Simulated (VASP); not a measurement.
# Si (R-3m) in VASP: phonons with LDA

Aim: the phonons of Si with LDA.

Everything below comes from runs of VASP 6.6.1. Logs are shortened: lines on timing, memory, paths and dates and some standing lists are left out, and cuts for length are marked.

### 1 The structure

It takes space group R-3m (No. 166, trigonal). Conventional cell: a = 3.833 Å, b = 3.833 Å, c = 9.501 Å, α = 90.00°, β = 90.00°, γ = 120.00°. Around Si (site symmetry 3m) lie 4 Si at 2.35 to 2.37 Å.

### 2 Phonons, LDA

POSCAR

```
Si
1.0
    0.0213672721      2.7319713639      2.7319713639
    2.7319713639      0.0213672721      2.7319713639
    2.7319713639      2.7319713639      0.0213672721
Si
2
Direct
    0.0004862000      0.0004862000      0.0004862000
    0.2495140000      0.2495140000      0.2495140000
```

INCAR.step1

```
  PREC = Accurate
  ENCUT = 600
  EDIFF = 1E-8
  ISMEAR = 0
  SIGMA = 0.01
  LREAL = False
  LASPH = True
  NELM = 80
  ALGO = Fast
  ISIF = 3
  LWAVE = False
  LCHARG = False
  IBRION = 2
  NSW = 40
  EDIFFG = -0.002
```

INCAR.step2

```
  PREC = Accurate
  ENCUT = 600
  EDIFF = 1E-8
  ISMEAR = 0
  SIGMA = 0.01
  LREAL = False
  LASPH = True
  NELM = 80
  ALGO = Fast
  ISIF = 2
  LWAVE = False
  LCHARG = False
  IBRION = 6
  NFREE = 2
  POTIM = 0.015
  NSW = 1
```

KPOINTS

```
Automatic mesh
0
Gamma
  10 10 10
```

Potentials or basis: VASP PAW LDA potentials, release 64 (Si).

On the command line:

```bash
$ cat potpaw_LDA.64/Si/POTCAR > POTCAR
$ cp INCAR.step1 INCAR
$ mpirun -np 1 vasp_std > vasp.out
$ cp CONTCAR POSCAR
$ cp INCAR.step2 INCAR
$ mpirun -np 1 vasp_std > vasp.out
```

OUTCAR:

```text
PREC = Accurate
   ENCUT = 600
   EDIFF = 1E-8
   ISMEAR = 0
   LREAL = False
   LASPH = True
   NELM = 80
   ISIF = 2
   IBRION = 6
   NFREE = 2
   POTIM = 0.015
   NSW = 1

 ion  position               nearest neighbor table
   1  0.000  0.000  0.000-   2 2.34   2 2.34   2 2.34   2 2.34
   2  0.250  0.250  0.250-   1 2.34   1 2.34   1 2.34   1 2.34

  LATTYP: Found a trigonal (rhomboedric) cell.
 ALAT       =     3.8205199739
 COS(alpha) =     0.5000197961

  Lattice vectors:

 A1 = (   0.0000534799,   2.7015155809,   2.7015155809)
 A2 = (   2.7015155809,   0.0000534799,   2.7015155809)
 A3 = (   2.7015155809,   2.7015155809,   0.0000534799)

Analysis of symmetry for initial positions (statically):
=====================================================================
 Subroutine PRICEL returns:
 Original cell was already a primitive cell.

 Routine SETGRP: Setting up the symmetry group for a
 trigonal (rhombohedral) supercell.

 Subroutine GETGRP returns: Found 12 space group operations
 (whereof  6 operations were pure point group operations)
 out of a pool of 12 trial point group operations.

The static configuration has the point symmetry C_3v.
 The point group associated with its full space group is D_3d.

Analysis of symmetry for dynamics (positions and initial velocities):
=====================================================================
 Subroutine PRICEL returns:
 Original cell was already a primitive cell.

 Routine SETGRP: Setting up the symmetry group for a
 trigonal (rhombohedral) supercell.

 Subroutine GETGRP returns: Found 12 space group operations
 (whereof  6 operations were pure point group operations)
 out of a pool of 12 trial point group operations.

The dynamic configuration has the point symmetry C_3v.
 The point group associated with its full space group is D_3d.

 Subroutine INISYM returns: Found 12 space group operations
 (whereof  6 operations are pure point group operations),
 and found     1 'primitive' translations

----------------------------------------------------------------------------------------

                                     Primitive cell

[... 212 lines left out ...]

 number of electron       8.0000000 magnetization

 Free energy of the ion-electron system (eV)
  ---------------------------------------------------
  ext. energy  EPLUGINS =         0.00000000
  ---------------------------------------------------
  free energy    TOTEN  =       -11.91776592 eV

  energy without entropy =      -11.91776592  energy(sigma->0) =      -11.91776592

 E-fermi :   6.0976     XC(G=0):  -9.6635

 val. band max:        5.9998744981   @ k =   0.0000   0.0000   0.0000
 cond. band min:       6.3791440122   @ k =  -0.0000   0.4000   0.4000
 fundamental gap:      0.3792695141
 Fermi energy:         6.0976067729

 k-point     1 :       0.0000    0.0000    0.0000
  band No.  band energies     occupation
      1      -6.1353      2.00000
      2       5.8552      2.00000
      3       5.9280      2.00000
      4       5.9999      2.00000
      5       8.4153      0.00000
      6       8.4572      0.00000
      7       8.5007      0.00000
      8       9.3129      0.00000
[... 243 lines left out ...]
 k-point    24 :       0.5000    0.4000    0.5000
  band No.  band energies     occupation
      1      -3.7206      2.00000
      2      -0.9461      2.00000
      3       3.8936      2.00000
      4       4.4756      2.00000
      5       8.0180      0.00000
      6       9.1794      0.00000
      7       9.6915      0.00000
      8      13.6261      0.00000

 [... further k-points ...]

------------------------ aborting loop because EDIFF is reached ----------------------------------------

  FORCE on cell =-STRESS in cart. coord.  units (eV):
  Direction    XX          YY          ZZ          XY          YZ          ZX
  --------------------------------------------------------------------------------------
  -------------------------------------------------------------------------------------
  Total       -0.0007132      0.0030615      0.0030615     -0.0002462     -0.1494978     -0.0002462
  in kB       -0.0289783      0.1243969      0.1243969     -0.0100055     -6.0744365     -0.0100055
  external PRESSURE =       0.0732718 kB  Pullay stress =       0.0000000 kB
[... 17 lines left out ...]
  FREE ENERGIE OF THE ION-ELECTRON SYSTEM (eV)
  ---------------------------------------------------
  free  energy   TOTEN  =       -11.9177659183 eV

  energy  without entropy=      -11.9177659183  energy(sigma->0) =      -11.91776592

 INTERNAL STRAIN TENSORS FROM DISPLACED ATOMS
 ============================================

 INTERNAL STRAIN TENSOR FOR ION    1 for displacements in x,y,z  (eV/Angst):
          X           Y           Z          XY          YZ          ZX
  --------------------------------------------------------------------------------
  x    -0.00070     0.00026     0.00026     0.00052     9.94763     0.00052
  y     0.00026    -0.00070     0.00026     0.00052     0.00052     9.94763
  z     0.00026     0.00026    -0.00070     9.94763     0.00052     0.00052

 INTERNAL STRAIN TENSOR FOR ION    2 for displacements in x,y,z  (eV/Angst):
          X           Y           Z          XY          YZ          ZX
  --------------------------------------------------------------------------------
  x     0.00070    -0.00026    -0.00026    -0.00052    -9.94763    -0.00052
  y    -0.00026     0.00070    -0.00026    -0.00052    -0.00052    -9.94763
  z    -0.00026    -0.00026     0.00070    -9.94763    -0.00052    -0.00052

 Eigenvectors and eigenvalues of the dynamical matrix
 ----------------------------------------------------

   1 f  =   15.371621 THz    96.582742 2PiTHz  512.742077 cm-1    63.571887 meV
             X         Y         Z           dx          dy          dz
      0.000015  0.000015  0.000015    -0.408248   -0.408248   -0.408248
      1.350757  1.350757  1.350757     0.408248    0.408248    0.408248
[... 16 lines left out ...]
   5 f  =    0.000000 THz     0.000001 2PiTHz    0.000005 cm-1     0.000001 meV
             X         Y         Z           dx          dy          dz
      0.000015  0.000015  0.000015     0.613884    0.265113   -0.229916
      1.350757  1.350757  1.350757     0.613884    0.265113   -0.229916

   6 f/i=    0.000000 THz     0.000002 2PiTHz    0.000008 cm-1     0.000001 meV
             X         Y         Z           dx          dy          dz
      0.000015  0.000015  0.000015     0.038360    0.409807    0.574967
      1.350757  1.350757  1.350757     0.038360    0.409807    0.574967

 ELASTIC MODULI CONTR FROM IONIC RELAXATION (kBar)
 Direction    XX          YY          ZZ          XY          YZ          ZX
 --------------------------------------------------------------------------------
 XX          -0.0000      0.0000      0.0000     -0.0079      0.0207     -0.0079
 YY           0.0000     -0.0000      0.0000     -0.0079     -0.0079      0.0207
 ZZ           0.0000      0.0000     -0.0000      0.0207     -0.0079     -0.0079
 XY          -0.0079     -0.0079      0.0207   -296.1888     -0.0174     -0.0174
 YZ           0.0207     -0.0079     -0.0079     -0.0174   -296.1888     -0.0174
 ZX          -0.0079      0.0207     -0.0079     -0.0174     -0.0174   -296.1888
 --------------------------------------------------------------------------------
```

OUTCAR.step1:

```text
PREC = Accurate
   ENCUT = 600
   EDIFF = 1E-8
   ISMEAR = 0
   LREAL = False
   LASPH = True
   NELM = 80
[... 703 lines left out ...]
  -------------------------------------------------------------------------------------
  Total       -0.0000254     -0.0000254     -0.0000254     -0.0001995     -0.0001995     -0.0001995
  in kB       -0.0010338     -0.0010338     -0.0010338     -0.0081070     -0.0081070     -0.0081070
  external PRESSURE =      -0.0010338 kB  Pullay stress =       0.0000000 kB
[... 17 lines left out ...]
  FREE ENERGIE OF THE ION-ELECTRON SYSTEM (eV)
  ---------------------------------------------------
  free  energy   TOTEN  =       -11.9193258530 eV

  energy  without entropy=      -11.9193258530  energy(sigma->0) =      -11.91932585

 reached required accuracy - stopping structural energy minimisation
```

Run time: 3.9 min. Hardware: 1 thread of Intel Xeon Platinum 8375C at 2.90GHz (Ice Lake), shared host; peak memory 0.29 GiB.

Results:

- Relaxed volume: 19.72 Å³/atom
- Relaxed cell: a = 3.821 Å, b = 3.821 Å, c = 3.821 Å, α = 60.00°, β = 60.00°, γ = 60.00°
- Space group after relaxing (to 0.05 Å): Fd-3m (No. 227)
- Highest phonon frequency at Γ: 513 cm⁻¹

The path:
| step | energy change (eV) | largest force (eV/Å) | pressure (GPa) | volume (Å³) |
| --- | --- | --- | --- | --- |
| 1 | 0.0000 | 0.0003 | -2.02 | 40.30 |
| 2 | -0.0041 | 0.1172 | 1.51 | 38.84 |
| 3 | -0.0068 | 0.0660 | 0.08 | 39.40 |
| 4 | -0.0072 | 0.0166 | 0.05 | 39.41 |
| 5 | -0.0073 | 0.0136 | 0.02 | 39.42 |
| 6 | -0.0073 | 0.0133 | -0.02 | 39.44 |
| 7 | -0.0073 | 0.0004 | 0.00 | 39.43 |

Final structure:
```yaml
crystal:
  lattice:
    - [0.00005, 2.70152, 2.70152]
    - [2.70152, 0.00005, 2.70152]
    - [2.70152, 2.70152, 0.00005]
  atoms:
    - { symbol: Si, position: [0.00000, 0.00000, 0.00000] }
    - { symbol: Si, position: [0.25000, 0.25000, 0.25000] }
```

Phonon frequencies in cm⁻¹ (negative: imaginary):
```
              q point        frequencies
(0.000, 0.000, 0.000)  0 0 0 513 513 513
```
